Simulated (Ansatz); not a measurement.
# BN: response to strain

Aim: deform BN (zz strain of +3 %) and compute stress, forces and field gradients with LAPW, PAW and all-electron datasets made for the crystal.

Computed with Ansatz 0.2.0 (DFT PBE, scalar-relativistic, unless a step's input says otherwise).

**1. Starting point**

The structure is hexagonal, space group P6_3/mmc (No. 194). Conventional cell: a = 2.504 Å, b = 2.504 Å, c = 6.661 Å, α = 90.00°, β = 90.00°, γ = 120.00°. B (site symmetry -6m2) has 3 N at 1.45 Å as nearest neighbours. N (site symmetry -6m2) is surrounded by 3 B at 1.45 Å.

Structure file:

```cif
data_structure
_symmetry_space_group_name_H-M 'P 1'
_symmetry_Int_Tables_number 1
_cell_length_a 2.5040
_cell_length_b 2.5040
_cell_length_c 6.6612
_cell_angle_alpha 90.000
_cell_angle_beta 90.000
_cell_angle_gamma 120.000
_cell_volume 36.17
loop_
_atom_site_label
_atom_site_type_symbol
_atom_site_fract_x
_atom_site_fract_y
_atom_site_fract_z
_atom_site_occupancy
B1 B 0.33333 0.66667 0.25000 1
B2 B 0.66667 0.33333 0.75000 1
N1 N 0.33333 0.66667 0.75000 1
N2 N 0.66667 0.33333 0.25000 1
```

Atoms are numbered in the order of the input: B1, B2, N3, N4.

**2. After the deformation**

Space group P6_3/mmc before, P6_3/mmc after.

**3. All-electron LAPW**

input.yaml reads:

```yaml
crystal:
  lattice:
    - [2.5039917043, 0.0, 0.0]
    - [-1.2519958522, 2.1685204268, 0.0]
    - [0.0, 0.0, 6.861036]
  atoms:
    - { symbol: B, position: [0.3333333333, 0.6666666667, 0.25] }
    - { symbol: B, position: [0.6666666667, 0.3333333333, 0.75] }
    - { symbol: "N", position: [0.3333333333, 0.6666666667, 0.75] }
    - { symbol: "N", position: [0.6666666667, 0.3333333333, 0.25] }
kpoints:
  mp_grid: { grid: [11, 11, 4] }
  band_path:
    path:
      - [0.0, 0.0, 0.0]
      - [0.5, 0.0, 0.0]
      - [0.3333333333, 0.3333333333, 0.0]
      - [0.0, 0.0, 0.0]
      - [0.0, 0.0, 0.5]
      - [0.5, 0.0, 0.5]
      - [0.3333333333, 0.3333333333, 0.5]
      - [0.0, 0.0, 0.5]
      - [0.5, 0.0, 0.5]
    npoints: 5
scf:
  occupations: { method: fermi_dirac, width: 0.02 }
hamiltonian:
  xc: pbe
  pseudopotentials: { kind: all_electron, lapw: { basis_error: 0.001 } }
output:
  forces: true
  stress: true
  eigenvalues: true
```

Run with:

```bash
ansatz run input.yaml --threads 1 --pin off --max-ram 4096MiB --backend cpu --events-out ev --progress --plain --runs-dir out
```

**4. PAW on the default files**

input.yaml reads:

```yaml
crystal:
  lattice:
    - [2.5039917043, 0.0, 0.0]
    - [-1.2519958522, 2.1685204268, 0.0]
    - [0.0, 0.0, 6.861036]
  atoms:
    - { symbol: B, position: [0.3333333333, 0.6666666667, 0.25] }
    - { symbol: B, position: [0.6666666667, 0.3333333333, 0.75] }
    - { symbol: "N", position: [0.3333333333, 0.6666666667, 0.75] }
    - { symbol: "N", position: [0.6666666667, 0.3333333333, 0.25] }
kpoints:
  mp_grid: { grid: [11, 11, 4] }
scf:
  occupations: { method: fermi_dirac, width: 0.02 }
hamiltonian:
  xc: pbe
  pseudopotentials: { kind: paw }
output:
  forces: true
  stress: true
  eigenvalues: true
  efg: { contact_densities: true }
```

**5. Datasets made for this crystal**

Changes to input.yaml since step 4:

```diff
@@ -16,3 +16,3 @@
   xc: pbe
-  pseudopotentials: { kind: paw }
+  pseudopotentials: { kind: all_electron, datasets: crystal }
 output:
```

(Steps that only read results are left out.)

Before running it: what results should come out? Wanted: pressure; largest shear or deviatoric stress.

**Answer**, as computed:

```
                                 quantity                                           value
                                 pressure  LAPW 2.92, PAW 2.96, crystal datasets 2.92 GPa
largest shear or deviatoric stress (LAPW)                                        0.91 GPa
```

What this shows: The largest part of the stress beyond the pressure is 0.91 GPa in size, in the zz component; the atoms are carried along and not relaxed. No run of the undeformed cell stands beside it, so the pressure holds what the given cell had before the change. PAW: stress within 0.06 GPa of LAPW. Crystal datasets: stress within 0.01 GPa of LAPW.
